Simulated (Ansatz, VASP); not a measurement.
## CdSe: VASP beside Ansatz

```
Cd Se
1.0
     3.55685    0.00000    0.00000
     0.00000    3.55685    0.00000
     0.00000    0.00000    3.55685
Cd Se
1 1
Direct
  0.50000 0.50000 0.50000
  0.00000 0.00000 0.00000
```

The cell was built by a generator and needn't be a form met in nature.

Alike in both runs: task single point; functional PBE; k mesh 16 × 16 × 16; occupations gaussian, width 0.1 eV; no spin polarisation.

|  | VASP | Ansatz |
| --- | --- | --- |
| version | VASP 6.6.1 | Ansatz 0.2.0 |
| potentials or method | VASP PAW PBE potentials, release 64 (Cd, Se) | scalar-relativistic, plane waves, PAW |
| plane-wave cutoff (eV) | 520 | 420 |
| valence electrons in the cell | 18 | 36 |

|  | VASP | Ansatz | Ansatz less VASP |
| --- | --- | --- | --- |
| gap on the k mesh at the Fermi level (eV) | none | none | - |
| pressure (GPa) | 0.3 | 0.0 | -0.27 |

A gap of «none» marks a metal or a gap that the smearing closes. The two sets of potentials don't hold the same shells in valence.
